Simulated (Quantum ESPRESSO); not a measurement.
# Ga (C2/c) in Quantum ESPRESSO: further runs

The runs below take Ga through single point, equation of state, with LDA.

Program: Quantum ESPRESSO 7.5. These are calculated values, not measurements. Logs are shortened: lines on timing, memory, paths and dates and some standing lists are left out, and cuts for length are marked.

## (1) The structure

The structure is monoclinic, space group C2/c (No. 15). Conventional cell: a = 2.766 Å, b = 8.053 Å, c = 3.332 Å, α = 90.00°, β = 92.02°, γ = 90.00°. Ga (site symmetry 2) is surrounded by 8 Ga at 2.69 to 2.92 Å.

This isn't the form of Ga at room conditions, which is orthorhombic.

## (2) Single point, LDA, 17.43 Å³/atom

Contents of pw.in:

```
&CONTROL
  calculation = 'scf'
  prefix = 'pwscf'
  outdir = './tmp'
  pseudo_dir = './pseudo'
  tprnfor = .true.
  tstress = .true.
  disk_io = 'nowf'
/
&SYSTEM
  ibrav = 0
  nat = 2
  ntyp = 1
  ecutwfc = 56
  ecutrho = 448
  nbnd = 27
  occupations = 'smearing'
  smearing = 'fd'
  degauss = 0.00367493
/
&ELECTRONS
  conv_thr = 4d-10
  electron_maxstep = 120
  mixing_beta = 0.5
/
ATOMIC_SPECIES
Ga    69.7230 ga_lda_v1.4.uspp.F.UPF
CELL_PARAMETERS angstrom
   1.3547675884   -3.9443034667    0.0000000000
   1.3547675884    3.9443034667    0.0000000000
  -0.1150499344    0.0000000000    3.2619526240
ATOMIC_POSITIONS crystal
Ga     0.1310000000    0.8690000000    0.7500000000
Ga     0.8690000000    0.1310000000    0.2500000000
K_POINTS automatic
8 8 7 0 0 0
```

Potentials or basis: GBRV 1.5 LDA.

Command:

```console
> OMP_NUM_THREADS=1 mpirun -n 2 pw.x -nk 2 -in pw.in > pw.out
```

pw.out:

```text
This program is part of the open-source Quantum ESPRESSO suite
     for quantum simulation of materials; please cite
[... 13 lines left out ...]
     --------------------
     sticks:   dense  smooth     PW     G-vecs:    dense   smooth      PW
     Sum        1359     687    227                37679    13349    2649

     Using Slab Decomposition

     bravais-lattice index     =            0
     lattice parameter (alat)  =       7.8811  a.u.
     unit-cell volume          =     235.2553 (a.u.)^3
     number of atoms/cell      =            2
     number of atomic types    =            1
     number of electrons       =        38.00
     number of Kohn-Sham states=           27
     kinetic-energy cutoff     =      56.0000  Ry
     charge density cutoff     =     448.0000  Ry
     scf convergence threshold =      4.0E-10
     mixing beta               =       0.5000
     number of iterations used =            8  plain     mixing
     Exchange-correlation=  SLA  PZ   NOGX NOGC
                           (   1   1   0   0   0   0   0)

     celldm(1)=   7.881070  celldm(2)=   0.000000  celldm(3)=   0.000000
     celldm(4)=   0.000000  celldm(5)=   0.000000  celldm(6)=   0.000000

     crystal axes: (cart. coord. in units of alat)
               a(1) = (   0.324847  -0.945767   0.000000 )
               a(2) = (   0.324847   0.945767   0.000000 )
               a(3) = (  -0.027587   0.000000   0.782152 )

     reciprocal axes: (cart. coord. in units 2 pi/alat)
               b(1) = (  1.539187 -0.528672  0.054288 )
               b(2) = (  1.539187  0.528672  0.054288 )
               b(3) = ( -0.000000  0.000000  1.278523 )

     PseudoPot. # 1 for Ga read from file:
     ga_lda_v1.4.uspp.F.UPF
     Pseudo is Ultrasoft + core correction, Zval = 19.0
     Generated by new atomic code, or converted to UPF format
     Using radial grid of  871 points,  6 beta functions with:
                l(1) =   0
                l(2) =   0
                l(3) =   1
                l(4) =   1
                l(5) =   2
                l(6) =   2
     Q(r) pseudized with  8 coefficients,  rinner =    1.250   1.250   1.250
                                                       1.250   1.250

     atomic species   valence    mass     pseudopotential
     Ga               19.00    69.72300     Ga( 1.00)

      4 Sym. Ops., with inversion, found ( 2 have fractional translation)

   Cartesian axes

     site n.     atom                  positions (alat units)
         1        Ga     tau(   1) = (   0.3041567   0.6979758   0.5866142  )
         2        Ga     tau(   2) = (   0.3179500  -0.6979758   0.1955381  )

     number of k points=   129  Fermi-Dirac smearing, width (Ry)=  0.0037

     Number of k-points >= 100: set verbosity='high' to print them.

     Dense  grid:    37679 G-vectors     FFT dimensions: (  54,  54,  48)

     Smooth grid:    13349 G-vectors     FFT dimensions: (  40,  40,  30)

     Check: negative core charge=   -0.000001

     Initial potential from superposition of free atoms

     starting charge      36.0000, renormalised to      38.0000
     Starting wfcs are   24 randomized atomic wfcs +    3 random wfcs

     Self-consistent Calculation

     iteration #  1     ecut=    56.00 Ry     beta= 0.50
     Davidson diagonalization with overlap
     ethr =  1.00E-02,  avg # of iterations =  5.8

     total energy              =    -821.10646626 Ry
     estimated scf accuracy    <      18.15342053 Ry

     iteration #  2     ecut=    56.00 Ry     beta= 0.50
     Davidson diagonalization with overlap
     ethr =  1.00E-02,  avg # of iterations =  2.3

     total energy              =    -829.71561425 Ry
     estimated scf accuracy    <       4.51069844 Ry

     iteration #  3     ecut=    56.00 Ry     beta= 0.50
     Davidson diagonalization with overlap
     ethr =  1.00E-02,  avg # of iterations =  2.0

     total energy              =    -829.81817101 Ry
     estimated scf accuracy    <       0.50310153 Ry

     iteration #  4     ecut=    56.00 Ry     beta= 0.50
     Davidson diagonalization with overlap
     ethr =  1.32E-03,  avg # of iterations =  2.0

     total energy              =    -829.94558998 Ry
     estimated scf accuracy    <       0.00256340 Ry

     iteration #  5     ecut=    56.00 Ry     beta= 0.50
     Davidson diagonalization with overlap
     ethr =  6.75E-06,  avg # of iterations =  5.2

     total energy              =    -829.94648681 Ry
     estimated scf accuracy    <       0.00223618 Ry

     iteration #  6     ecut=    56.00 Ry     beta= 0.50
     Davidson diagonalization with overlap
     ethr =  5.88E-06,  avg # of iterations =  2.0

     total energy              =    -829.94678763 Ry
     estimated scf accuracy    <       0.00006361 Ry

     iteration #  7     ecut=    56.00 Ry     beta= 0.50
     Davidson diagonalization with overlap
     ethr =  1.67E-07,  avg # of iterations =  4.2

     total energy              =    -829.94682036 Ry
     estimated scf accuracy    <       0.00001353 Ry

     iteration #  8     ecut=    56.00 Ry     beta= 0.50
     Davidson diagonalization with overlap
     ethr =  3.56E-08,  avg # of iterations =  2.3

     total energy              =    -829.94682354 Ry
     estimated scf accuracy    <          6.5E-09 Ry

     iteration #  9     ecut=    56.00 Ry     beta= 0.50
     Davidson diagonalization with overlap
     ethr =  1.72E-11,  avg # of iterations =  5.0

     total energy              =    -829.94682357 Ry
     estimated scf accuracy    <       0.00000002 Ry

     iteration # 10     ecut=    56.00 Ry     beta= 0.50
     Davidson diagonalization with overlap
     ethr =  1.72E-11,  avg # of iterations =  2.0

     End of self-consistent calculation

     Number of k-points >= 100: set verbosity='high' to print the bands.

     the Fermi energy is    12.0669 ev

!    total energy              =    -829.94682358 Ry
     estimated scf accuracy    <          4.0E-12 Ry
     smearing contrib. (-TS)   =      -0.00054876 Ry
     internal energy E=F+TS    =    -829.94627481 Ry

     The total energy is F=E-TS. E is the sum of the following terms:
     one-electron contribution =    -658.54824205 Ry
     hartree contribution      =     345.62417157 Ry
     xc contribution           =     -95.47562634 Ry
     ewald contribution        =    -421.54657799 Ry

     convergence has been achieved in  10 iterations

     Forces acting on atoms (cartesian axes, Ry/au):

     atom    1 type  1   force =     0.00000000   -0.00722751   -0.00000000
     atom    2 type  1   force =    -0.00000000    0.00722751    0.00000000

     Total force =     0.010221     Total SCF correction =     0.000008

     Computing stress (Cartesian axis) and pressure

          total   stress  (Ry/bohr**3)                   (kbar)     P=       -2.11
  -0.00016119   0.00000000  -0.00009584          -23.71        0.00      -14.10
   0.00000000   0.00005032  -0.00000000            0.00        7.40       -0.00
  -0.00009584  -0.00000000   0.00006777          -14.10       -0.00        9.97

=------------------------------------------------------------------------------=
   JOB DONE.
=------------------------------------------------------------------------------=
```

It took 22 s on 2 MPI ranks of AMD EPYC 9R45 (Zen 5), shared host; peak memory 0.32 GiB.

What came out:

| Quantity | Value |
| --- | --- |
| Free energy | -11292.0018 eV |
| Pressure | -0.2 GPa |
| Largest force | 0.186 eV/Å |
| Band gap on the k mesh | none (metal or under the smearing width) |

## (3) Single point, LDA, 17.80 Å³/atom

pw.in, as its differences from that of step 2:

```diff
@@ -28,5 +28,5 @@
 CELL_PARAMETERS angstrom
-   1.3547675884   -3.9443034667    0.0000000000
-   1.3547675884    3.9443034667    0.0000000000
-  -0.1150499344    0.0000000000    3.2619526240
+   1.3643085195   -3.9720811669    0.0000000000
+   1.3643085195    3.9720811669    0.0000000000
+  -0.1158601719    0.0000000000    3.2849248782
 ATOMIC_POSITIONS crystal
```

Potentials or basis: GBRV 1.5 LDA.

Command:

```console
> OMP_NUM_THREADS=1 mpirun -n 2 pw.x -nk 2 -in pw.in > pw.out
```

Wall time 23 s (2 MPI ranks of AMD EPYC 9R45 (Zen 5), shared host); peak memory 0.34 GiB.

Results (log left out):

* Free energy: -11291.9985 eV
* Pressure: -1.4 GPa
* Largest force: 0.176 eV/Å
* Band gap on the k mesh: none (metal or under the smearing width)

## (4) Single point, LDA, 18.17 Å³/atom

pw.in, as its differences from that of step 3:

```diff
@@ -28,5 +28,5 @@
 CELL_PARAMETERS angstrom
-   1.3643085195   -3.9720811669    0.0000000000
-   1.3643085195    3.9720811669    0.0000000000
-  -0.1158601719    0.0000000000    3.2849248782
+   1.3737178411   -3.9994756958    0.0000000000
+   1.3737178411    3.9994756958    0.0000000000
+  -0.1166592328    0.0000000000    3.3075802485
 ATOMIC_POSITIONS crystal
```

Command:

```console
> OMP_NUM_THREADS=1 mpirun -n 2 pw.x -nk 2 -in pw.in > pw.out
```

It took 24 s on 2 MPI ranks of AMD EPYC 9R45 (Zen 5), shared host; peak memory 0.34 GiB.

Results (log left out):

- Free energy: -11291.9898 eV
- Pressure: -2.5 GPa
- Largest force: 0.166 eV/Å
- Band gap on the k mesh: none (metal or under the smearing width)

## (5) Single point, LDA, 18.54 Å³/atom

pw.in, as its differences from that of step 4:

```diff
@@ -28,5 +28,5 @@
 CELL_PARAMETERS angstrom
-   1.3737178411   -3.9994756958    0.0000000000
-   1.3737178411    3.9994756958    0.0000000000
-  -0.1166592328    0.0000000000    3.3075802485
+   1.3830000000   -4.0265000000    0.0000000000
+   1.3830000000    4.0265000000    0.0000000000
+  -0.1174474948    0.0000000000    3.3299294416
 ATOMIC_POSITIONS crystal
```

Command:

```console
> OMP_NUM_THREADS=1 mpirun -n 2 pw.x -nk 2 -in pw.in > pw.out
```

It took 22 s on 2 MPI ranks of AMD EPYC 9R45 (Zen 5), shared host; peak memory 0.34 GiB.

It converged, with:

```yaml
Free_energy: -11291.9765 eV
Pressure: -3.5 GPa
Largest_force: 0.156 eV/Å
Band_gap_on_the_k_mesh: none (metal or under the smearing width)
```

## (6) Single point, LDA, 18.91 Å³/atom

pw.in, as its differences from that of step 5:

```diff
@@ -28,5 +28,5 @@
 CELL_PARAMETERS angstrom
-   1.3830000000   -4.0265000000    0.0000000000
-   1.3830000000    4.0265000000    0.0000000000
-  -0.1174474948    0.0000000000    3.3299294416
+   1.3921592073   -4.0531663400    0.0000000000
+   1.3921592073    4.0531663400    0.0000000000
+  -0.1182253154    0.0000000000    3.3519825971
 ATOMIC_POSITIONS crystal
```

Potentials or basis: GBRV 1.5 LDA.

Command:

```console
> OMP_NUM_THREADS=1 mpirun -n 2 pw.x -nk 2 -in pw.in > pw.out
```

It took 22 s on 2 MPI ranks of AMD EPYC 9R45 (Zen 5), shared host; peak memory 0.36 GiB.

The run converged. Its results:

| Item | Value |
| --- | --- |
| Free energy | -11291.9590 eV |
| Pressure | -4.3 GPa |
| Largest force | 0.147 eV/Å |
| Band gap on the k mesh | none (metal or under the smearing width) |

## (7) Single point, LDA, 19.28 Å³/atom

pw.in, as its differences from that of step 6:

```diff
@@ -28,5 +28,5 @@
 CELL_PARAMETERS angstrom
-   1.3921592073   -4.0531663400    0.0000000000
-   1.3921592073    4.0531663400    0.0000000000
-  -0.1182253154    0.0000000000    3.3519825971
+   1.4011994555   -4.0794863395    0.0000000000
+   1.4011994555    4.0794863395    0.0000000000
+  -0.1189930338    0.0000000000    3.3737493278
 ATOMIC_POSITIONS crystal
```

Command:

```console
> OMP_NUM_THREADS=1 mpirun -n 2 pw.x -nk 2 -in pw.in > pw.out
```

Run time: 27 s. Hardware: 2 MPI ranks of AMD EPYC 9R45 (Zen 5), shared host; peak memory 0.36 GiB.

Results (log left out):

- Free energy: -11291.9378 eV
- Pressure: -5.0 GPa
- Largest force: 0.139 eV/Å
- Band gap on the k mesh: none (metal or under the smearing width)

## (8) Single point, LDA, 19.66 Å³/atom

pw.in, as its differences from that of step 7:

```diff
@@ -28,5 +28,5 @@
 CELL_PARAMETERS angstrom
-   1.4011994555   -4.0794863395    0.0000000000
-   1.4011994555    4.0794863395    0.0000000000
-  -0.1189930338    0.0000000000    3.3737493278
+   1.4101245334   -4.1054710295    0.0000000000
+   1.4101245334    4.1054710295    0.0000000000
+  -0.1197509717    0.0000000000    3.3952387564
 ATOMIC_POSITIONS crystal
```

Command:

```console
> OMP_NUM_THREADS=1 mpirun -n 2 pw.x -nk 2 -in pw.in > pw.out
```

It took 26 s on 2 MPI ranks of AMD EPYC 9R45 (Zen 5), shared host; peak memory 0.36 GiB.

Results (log left out):

```
Free energy            : -11291.9134 eV
Pressure               : -5.7 GPa
Largest force          : 0.131 eV/Å
Band gap on the k mesh : none (metal or under the smearing width)
```

## (9) Equation of state, LDA

Potentials or basis: GBRV 1.5 LDA.

No new run: the results of the series are fitted here.

Results:

```
Equilibrium volume                        : 17.40 Å³/atom (rough: see the caveat)
Bulk modulus at fixed shape and positions : 61 GPa (rough)
```

Energy against volume, from the lowest point:
```csv
volume (Å³/atom),energy (meV/atom)
17.431,0.00
17.801,1.67
18.172,5.99
18.543,12.66
18.914,21.41
19.285,31.98
19.656,44.21
```

Caveat: the minimum lies outside the volumes run; the cell was scaled at fixed shape and fractional positions, which overstates the stiffness of a crystal with free parameters, most of all of layers and chains.
